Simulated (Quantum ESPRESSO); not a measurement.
La2O3 in Quantum ESPRESSO: the effect of target pressure

The system is La2O3.

```
La O
1.0
     3.93078    0.00000    0.00000
    -1.96539    3.40415    0.00000
     0.00000    0.00000    6.11195
La O
2 3
Direct
  0.33333 0.66667 0.24624
  0.66667 0.33333 0.75376
  0.00000 0.00000 0.00000
  0.33333 0.66667 0.64589
  0.66667 0.33333 0.35411
```

The cell is a database's computed one.

Alike in all runs:

- Program: Quantum ESPRESSO 7.5
- Task: phonons
- Functional: PBE
- Potentials or basis: GBRV 1.5 PBE
- Cutoff: 612 eV
- Density cutoff: 4898 eV
- k mesh: 4 × 4 × 2, shifted
- Occupations: fermi-dirac, width 0.05 eV
- Spin: no spin polarisation

Each run relaxes the cell or the atoms first.

**Question.** One run gave: relaxed volume 15.60 Å³/atom; dielectric constant 4.83 mean; highest phonon frequency 452 cm⁻¹. Which target pressure did it use?
A. 3 GPa
B. 8 GPa
C. -3 GPa
D. 15 GPa
E. 0 GPa

**Answer.** B.

| target pressure | relaxed volume (Å³/atom) | dielectric constant (mean) | highest phonon frequency (cm⁻¹) |
| --- | --- | --- | --- |
| -3 GPa | 17.17 | 4.71 | 415 |
| 0 GPa | 16.67 | 4.74 | 427 |
| 3 GPa | 16.23 | 4.77 | 437 |
| 8 GPa | 15.60 | 4.83 | 452 |
| 15 GPa | 14.86 | 4.92 | 468 |

Caveats: all runs use coarse meshes; the cell is more than 3 GPa from zero pressure, which shifts response properties (some runs).
